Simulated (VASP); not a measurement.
Here is a VASP 6.6.1 calculation.

Contents of INCAR:

```
PREC = Accurate
ENCUT = 520
EDIFF = 1E-6
ISMEAR = -1
SIGMA = 0.05
LREAL = F
LASPH = T
NELM = 100
ALGO = Normal
ISIF = 2
LWAVE = F
LCHARG = T
GGA = PE
LELF = T
LVHAR = T
NBANDS = 12
```

File KPOINTS:

```
regular mesh
0
Gamma
  12 12 12
```

Contents of POSCAR:

```
Tc
1.0
    0.0000000000      1.9882450037      1.9882450037
    1.9882450037      0.0000000000      1.9882450037
    1.9882450037      1.9882450037      0.0000000000
Tc
1
Direct
    0.0000000000      0.0000000000      0.0000000000
```

Potentials or basis: VASP PAW PBE potentials, release 64 (Tc_pv).

Run with:

```bash
$ cat potpaw_PBE.64/Tc_pv/POTCAR > POTCAR
$ mpirun -np 1 vasp_std > vasp.out
```

Problem. What does it give for the band gap on the k mesh?

Solution. None (metal or under the smearing width).

Problem. What does it give for the pressure?

Solution. -20.5 GPa.

Caveat: so large a pressure means that the cell lies far from this level's equilibrium, or that cutoff or potentials fall short.
